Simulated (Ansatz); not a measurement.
The system is CdO (Monteponite).

```
Cd O
1.0
     0.00000    2.34950    2.34950
     2.34950    0.00000    2.34950
     2.34950    2.34950    0.00000
Cd O
1 1
Direct
  0.00000 0.00000 0.00000
  0.50000 0.50000 0.50000
```

Base run:

* Program: Ansatz 0.2.0
* Functional: PBEsol
* Potentials or basis: Ansatz PAW
* Cutoff: 420 eV (not typed: the program's choice for these potentials)
* k mesh: 7 × 7 × 7
* Occupations: fermi-dirac, width 0.05 eV
* Spin: spin-orbit coupling, no magnetisation

Its results: band gap on the k mesh none (metal or under the smearing width); pressure -0.8 GPa.

Problem. The run is repeated on the same cell with these changes: functional from PBEsol to LDA. What comes out?

Solution. Band gap on the k mesh none (metal or under the smearing width); pressure -6.2 GPa.

LDA binds more tightly than PBEsol, so the same cell stands under less pressure.

Caveats: the PAW data sets come from PBE, with cores solved anew for the run's functional, which leaves a small shift of forces and pressure; this crystal is a semiconductor, whose small gap the functional closes, so the metal is an error of the method.
